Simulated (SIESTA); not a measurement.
The system is SiC (Moissanite 3C).

```xyz
2
Lattice="0.0000 2.1790 2.1790 2.1790 0.0000 2.1790 2.1790 2.1790 0.0000" Properties=species:S:1:pos:R:3 pbc="T T T"
Si    0.0000    0.0000    0.0000
C     3.2685    3.2685    3.2685
```

```yaml
Program: SIESTA 5.4.2
Task: single point
Functional: PBE
Potentials_or_basis: PseudoDojo 0.4 standard (PBE files)
Basis: DZP (energy shift 0.002 Ry)
Grid_cutoff: 500 Ry
Energy_shift: 0.002 Ry
k_mesh: 10 × 10 × 10
Occupations: fermi-dirac, width 0.05 eV
Spin: no spin polarisation
```

On this cell: pressure 6.6 GPa; largest force zero by symmetry; band gap on the k mesh 1.35 eV, indirect (least direct gap 4.56 eV).

The same run follows on a disturbed copy (atoms moved at random, drawn with an rms of 0.05 Å):

```
CELL_PARAMETERS angstrom
0.00000 2.17900 2.17900
2.17900 0.00000 2.17900
2.17900 2.17900 0.00000
ATOMIC_POSITIONS crystal
Si 0.02300 0.97553 0.99719
C 0.78305 0.74500 0.74190
```

**Question.** What does the disturbed cell give?

**Answer.** The energy moves by +27.8 meV/atom; pressure 7.3 GPa; largest force 1.576 eV/Å; band gap on the k mesh 1.02 eV, indirect (least direct gap 4.39 eV).

Forces on the atoms (eV/Å):
```
Si   0.701  0.367  1.362
C   -0.702 -0.367 -1.362
```

Stress tensor (GPa, compression positive):
```
7.43 5.15 1.46
5.15 7.60 2.67
1.46 2.67 6.78
```

Caveats: the basis of atomic orbitals isn't converged, which shifts pressures, moduli and gaps.

A k mesh can miss the band edges.
